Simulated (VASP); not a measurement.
Runs of VASP 6.6.1 on Al2O3 (Corundum). Symmetry: R-3c, No. 167, trigonal system. Conventional cell: a = 4.760 Å, b = 4.760 Å, c = 12.996 Å, α = 90.00°, β = 90.00°, γ = 120.00°. Around Al (site symmetry 3) lie 6 O at 1.85 to 1.97 Å. Around O (site symmetry 2) lie 4 Al at 1.85 to 1.97 Å. 

```tsv
level	gap on the mesh (eV)	pressure (GPa)	relaxed volume (Å³/atom)	largest force (eV/Å)
vdW-DF-cx	6.15	0.0	8.61	-
vdW-DF2	5.75	0.0	(b)	-
optB88-vdW	6.16	0.1	8.67	0.01
optPBE-vdW	6.05	0.1	8.76	0.01
rev-vdW-DF2	(a)	-0.1	8.64	-
vdW-DF	5.95	0.2	8.91	0.01
BEEF-vdW	(c)	0.0	8.76	0.01
```

Alike in all rows: task relaxation of cell and atoms; potentials or basis VASP PAW PBE potentials, release 64 (Al, O); no spin polarisation; cell relaxed; k mesh 7 × 7 × 7; cutoff (eV) 600; smearing fermi-dirac 0.05 eV.

Q: Fill in the values left out.

A: (a) 6.09; (b) 9.01; (c) 6.07.

Caveats: the PAW data sets were made with another functional, which shifts forces and pressure a little; an odd mesh through Γ misses points on the zone boundary, where band edges often lie.

Runs at the PBE level aren't shown here.
